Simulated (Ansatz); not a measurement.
A run of Ansatz 0.2.0 is set up as follows.

Contents of input.yaml:

```yaml
crystal:
  lattice:
    - [2.7058, 0.0, 0.0]
    - [-1.3529, 2.3432915376, 0.0]
    - [0.0, 0.0, 4.2819]
  atoms:
    - { symbol: Ru, position: [0.6666666667, 0.3333333333, 0.75] }
    - { symbol: Ru, position: [0.3333333333, 0.6666666667, 0.25] }
hamiltonian:
  xc: pbe
  pseudopotentials: { kind: paw }
kpoints:
  mp_grid: { grid: [8, 8, 5] }
scf:
  occupations: { method: fermi_dirac, width: 0.05 }
output:
  forces: true
  stress: true
  eigenvalues: true
```

Potentials or basis: Ansatz PAW.

Launch:

```bash
$ ansatz run input.yaml --threads 2 --pin off --max-ram 5120MiB --backend cpu --events-out ev --progress --plain --runs-dir out
```

(1) What does it give for the pressure?

(2) Estimate the band gap on the k mesh.

Results:

(1) 4.1 GPa.

(2) none (metal or under the smearing width).
